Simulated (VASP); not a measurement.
Write the native input for VASP 6.6.1 that does the following.

* Task: relaxation of cell and atoms
* Functional: PBEsol
* Potentials or basis: VASP PAW PBE potentials, release 64 (B, As)
* Cutoff: 600 eV
* k mesh: 10 × 10 × 10
* Occupations: gaussian, width 0.03 eV
* Spin: no spin polarisation
* Further INCAR settings: ALGO = Normal; EDIFF = 1e-06; IBRION = 2; EDIFFG = -0.01; NSW = 90; ISIF = 3

The structure of BAs lies in POSCAR:

```
BAs
1.0
    0.0000000000      2.3885000000      2.3885000000
    2.3885000000      0.0000000000      2.3885000000
    2.3885000000      2.3885000000      0.0000000000
B As
1 1
Direct
    0.0000000000      0.0000000000      0.0000000000
    0.2500000000      0.2500000000      0.2500000000
```

The input as run:

INCAR

```
PREC = Accurate ; ENCUT = 600
EDIFF = 1E-6 ; ISMEAR = 0
SIGMA = 0.03 ; LREAL = F
LASPH = T ; NELM = 80
ALGO = Normal ; ISIF = 3
LWAVE = F ; LCHARG = F
GGA = PS ; IBRION = 2
NSW = 90 ; EDIFFG = -0.01
```

KPOINTS

```
Automatic mesh
0
Gamma
  10 10 10
```

Potentials or basis: VASP PAW PBE potentials, release 64 (B, As).

The run is started by

```sh
$ cat potpaw_PBE.64/B/POTCAR potpaw_PBE.64/As/POTCAR > POTCAR
$ mpirun -np 1 vasp_std > vasp.out
```

Results of the run:

```json
{
 "Pressure after relaxing": "0.1 GPa",
 "Band gap on the k mesh": "1.08 eV, indirect (least direct gap 3.24 eV)"
}
```

Caveat: the relaxation stopped at its first step, so nothing moved; the PAW data sets were made with another functional, which shifts forces and pressure a little.

It took 5.6 s on 1 thread of Intel(R) Xeon(R) 6975P-C (Granite Rapids), with other jobs on the host, peak memory 0.16 GiB.
